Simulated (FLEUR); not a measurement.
Runs of FLEUR MaX-R8.1 (later development tree) on Pt. It takes space group Fm-3m (No. 225, cubic). The conventional cell has a = 3.922 Å, b = 3.922 Å, c = 3.922 Å, α = 90.00°, β = 90.00°, γ = 90.00°. Around Pt (site symmetry m-3m) lie 12 Pt at 2.77 Å. 

```tsv
task	level	cell	gmax	muffin-tin radii	max iterations	mixing factor	mixer	kmax	gap on the mesh (eV)	V0 of scaled cells (Å³/atom)	B0 (GPa)
equation of state	LDA	as given	12.8 1/bohr	Pt 2.38 bohr	-	-	-	4.12 1/bohr	-	(a)	308
single point	PBEsol	as given	12.8 1/bohr	Pt 2.38 bohr	60	0.05	Anderson	4.12 1/bohr	none	-	-
single point	PBEsol	cell strained at random at fixed volume	12.8 1/bohr	Pt 2.38 bohr	60	0.05	Anderson	4.12 1/bohr	none	-	-
equation of state	PBEsol	as given	12.8 1/bohr	Pt 2.38 bohr	-	-	-	4.12 1/bohr	-	15.05	287
```

Alike in all rows: potentials or basis all-electron, FLAPW; no spin polarisation; k mesh 12 × 12 × 12; smearing fermi-dirac 0.05 eV.

Fill in the values left out.

(a) 14.77.

A k mesh can miss the band edges, and the runs leave out spin-orbit coupling on Pt.

A gap of «none» marks a metal or a gap under the smearing width.
